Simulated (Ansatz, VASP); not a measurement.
Two plane-wave programs on Ti

```xyz
2
Lattice="2.9888 0.0000 0.0000 -1.4944 2.5884 0.0000 0.0000 0.0000 4.7416" Properties=species:S:1:pos:R:3 pbc="T T T"
Ti    1.4944    0.8628    3.5562
Ti    0.0000    1.7256    1.1854
```

Alike in both runs: task single point; functional r2SCAN; k mesh 10 × 10 × 6; occupations fermi-dirac, width 0.05 eV; no spin polarisation.

```csv
,VASP,Ansatz
version,VASP 6.6.1,Ansatz 0.2.0
potentials or method,"VASP PAW PBE potentials, release 64 (Ti_sv)",Ansatz PAW
plane-wave cutoff (eV),520,500
valence electrons in the cell,24,24
```

```tsv
	VASP	Ansatz	Ansatz less VASP
gap on the k mesh at the Fermi level (eV)	none	none	-
pressure (GPa)	-5.8	-6.1	-0.32
largest component of the traceless stress (GPa)	0.29	0.32	+0.023
```

A gap of «none» marks a metal or a gap that the smearing closes.

Caveats: the PAW data sets were made with another functional, which shifts forces and pressure a little (VASP); the PAW data sets come from PBE, with cores solved anew for the run's functional, which leaves a small shift of forces and pressure (Ansatz).
